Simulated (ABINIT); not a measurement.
Runs of ABINIT 10.8.3 (patched build) on MgB2. It takes space group P6/mmm (No. 191, hexagonal). Conventional cell: a = 3.085 Å, b = 3.085 Å, c = 3.523 Å, α = 90.00°, β = 90.00°, γ = 120.00°. Mg (site symmetry 6/mmm) has 12 B at 2.51 Å as nearest neighbours. Around B (site symmetry -6m2) lie 3 B at 1.78 Å. 

| task | level | potentials or basis | cell | k mesh | cutoff (eV) | fine-grid cutoff | cell freedom (optcell) | cutoff smearing ecutsm (Ha) | optimiser (ionmov) | force stop (Ha/bohr) | mesh quality | gap on the mesh (eV) | pressure (GPa) | V0 of scaled cells (Å³/atom) | B0 (GPa) |
| --- | --- | --- | --- | --- | --- | --- | --- | --- | --- | --- | --- | --- | --- | --- | --- |
| band structure | LDA-PZ | JTH PAW LDA v2.0 | as given | 10 × 10 × 8 | 408 | 816.342 eV | - | - | - | - | not flagged | none | - | - | - |
| equation of state | PBEsol | JTH PAW PBE v2.0 | as given | 10 × 10 × 8 | 517 | 1034.03 eV | - | - | - | - | not flagged | - | - | 9.50 | 156 |
| single point | PBEsol | JTH PAW PBE v2.0 | as given | 4 × 4 × 3 | 517 | 1034.03 eV | - | - | - | - | coarse | none | -3.6 | - | - |
| equation of state | BLYP | JTH PAW PBE v2.0 | as given | 10 × 10 × 8 | 517 | 1034.03 eV | - | - | - | - | not flagged | - | - | (b) | 146 |
| relaxation of cell and atoms | PBE+D2 | JTH PAW PBE v2.0 | relaxed | 10 × 10 × 8 | 517 | 1034.03 eV | 2 | 0.5 | 2 | 0.0002 | not flagged | none | 0.0 | - | - |
| single point | LDA | JTH PAW LDA v2.0 | as given | 6 × 6 × 5 | 408 | 816.342 eV | - | - | - | - | coarse | none | - | - | - |
| single point | r2SCAN | JTH PAW PBE v2.0 | as given | 13 × 13 × 10 | 626 | 1224.51 eV | - | - | - | - | not flagged | none | - | - | - |
| band structure | PBEsol | JTH PAW PBE v2.0 | as given | 10 × 10 × 8 | 517 | 1034.03 eV | - | - | - | - | not flagged | none | (a) | - | - |

Alike in all rows: no spin polarisation; smearing fermi-dirac 0.05 eV.

Estimate the missing entries.

(a) -3.2; (b) 9.76.

Caveats: some runs use coarse meshes; the PAW data sets were made with another functional, which shifts forces and pressure a little (some runs); pressures at fixed basis lie under the slope of the energies (some runs); the cell was scaled at fixed shape and fractional positions, which overstates the stiffness of a crystal with free parameters, most of all of layers and chains (some runs); pairwise dispersion overbinds metals, which lowers pressure and volume (some runs).

A k mesh can miss the band edges.

A gap of «none» marks a metal or a gap under the smearing width.

Not every run made on this cell is shown here.
